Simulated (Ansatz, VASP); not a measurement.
# VSi2 in VASP and in Ansatz

Contents of INCAR:

```
SYSTEM = VSi2
PREC     = Accurate       ! precision mode
ENCUT    = 600            ! plane-wave cutoff, eV
EDIFF    = 1E-6           ! SCF threshold, eV
ISMEAR   = 0              ! smearing method
SIGMA    = 0.1            ! smearing width, eV
LREAL    = .False.        ! projectors in reciprocal space
LASPH    = .True.         ! aspherical terms in the spheres
NELM     = 100            ! most SCF steps
ALGO     = Normal         ! electronic algorithm
ISIF     = 3              ! what is computed and relaxed
LWAVE    = .False.        ! write WAVECAR
LCHARG   = .False.        ! write CHGCAR
GGA      = PS             ! functional
IBRION   = 2              ! ionic algorithm
NSW      = 80             ! ionic steps
EDIFFG   = -0.05          ! ionic threshold
```

The input KPOINTS:

```
Automatic mesh
0
Gamma
  8 8 8
  0 0 0
```

Contents of POSCAR:

```
VSi2
1.0
   -1.5922051266      1.5922051266      3.9037535364
    1.5922051266     -1.5922051266      3.9037535364
    1.5922051266      1.5922051266     -3.9037535364
Si V
2 1
Direct
    0.3350596647      0.3350596647      0.0000000000
    0.6649403353      0.6649403353      0.0000000000
    0.0000000000      0.0000000000      0.0000000000
```

Input for Ansatz:

```yaml
crystal:
  lattice:
    - [-1.5922051266, 1.5922051266, 3.9037535364]
    - [1.5922051266, -1.5922051266, 3.9037535364]
    - [1.5922051266, 1.5922051266, -3.9037535364]
  atoms:
    - { symbol: Si, position: [0.3350596647, 0.3350596647, 0.0] }
    - { symbol: Si, position: [0.6649403353, 0.6649403353, 0.0] }
    - { symbol: V, position: [0.0, 0.0, 0.0] }
basis:
  ecutwfc: 420
kpoints:
  mp_grid: { grid: [8, 8, 8] }
hamiltonian:
  xc: pbesol
scf:
  occupations: { method: gaussian, width: 0.1 }
output:
  forces: true
  stress: true
  eigenvalues: true
relax:
  adjacent_minimum: "off"
  f_tol: 0.05
  max_steps: 60
  cell: { stress_tol: 0.5 }
```

Alike in both runs: task relaxation of cell and atoms; functional PBEsol; k mesh 8 × 8 × 8; occupations gaussian, width 0.1 eV; no spin polarisation.

|  | VASP | Ansatz |
| --- | --- | --- |
| version | VASP 6.6.1 | Ansatz 0.2.0 |
| potentials or method | VASP PAW PBE potentials, release 64 (Si, V_sv) | scalar-relativistic, plane waves, PAW |
| plane-wave cutoff (eV) | 600 | 420 |
| valence electrons in the cell | 21 | 21 |

Ansatz gave:

| Quantity | Value |
| --- | --- |
| gap on the k mesh at the Fermi level, each at its own relaxed structure (eV) | none |
| relaxed volume (Å³/atom) | 12.50 |
| relaxed cell length with the largest relative difference (Å) | 4.457 |
| energy change over the relaxation (meV/atom) | -21 |

Q: What did VASP give for the same quantities?

A: gap on the k mesh at the Fermi level, each at its own relaxed structure (eV): none; relaxed volume (Å³/atom): 12.51; relaxed cell length with the largest relative difference (Å): 4.460; energy change over the relaxation (meV/atom): -20.

A gap of «none» marks a metal or a gap that the smearing closes.

Caveats: the PAW data sets were made with another functional, which shifts forces and pressure a little (VASP).
